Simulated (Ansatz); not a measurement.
# InAs (zincblende): gap against strain (isotropic on every length)

InAs built on the zincblende prototype, relaxed with r2SCAN in Ansatz 0.2.0, then strained (isotropic on every length; changes of length per length, axes as in the cell below) with the atoms relaxed again within the symmetry that is left. Space group F-43m (No. 216), cubic; a = 6.109 Å in the conventional setting, 28.50 Å³ an atom. In has 4 As at 2.65 Å; As has 4 In at 2.65 Å. Calculated for a static, non-magnetic cell.

```
CELL_PARAMETERS angstrom
0.00000 3.05459 3.05459
3.05459 0.00000 3.05459
3.05459 3.05459 0.00000
ATOMIC_POSITIONS crystal
In 0.00000 0.00000 0.00000
As 0.25000 0.25000 0.25000
```

Gaps are the least over each mesh (HSE06 6×6×6 when unstrained) and the special points, which keep their unstrained names.

```tsv
strain (%)	gap, HSE06 (eV)	edges, HSE06
-4.77	1.218	Γ
-4.0	1.079	Γ
-3.0	0.898	Γ
-2.0	0.717	Γ
-1.5	0.627	Γ
-1.0	0.537	Γ
0.0	0.358	Γ
+1.0	0.181	Γ
+1.5	0.090	Γ
```

Between zero and the nearest strains the slope of the HSE06 gap against strain is -0.179 eV per percent for negative and -0.177 for positive strain.

No spin-orbit coupling is included; it can move band edges with weight on the heavy atoms by tenths of an eV.

The meshes of the hybrids are coarse, so their gaps aren't converged to the digits shown.
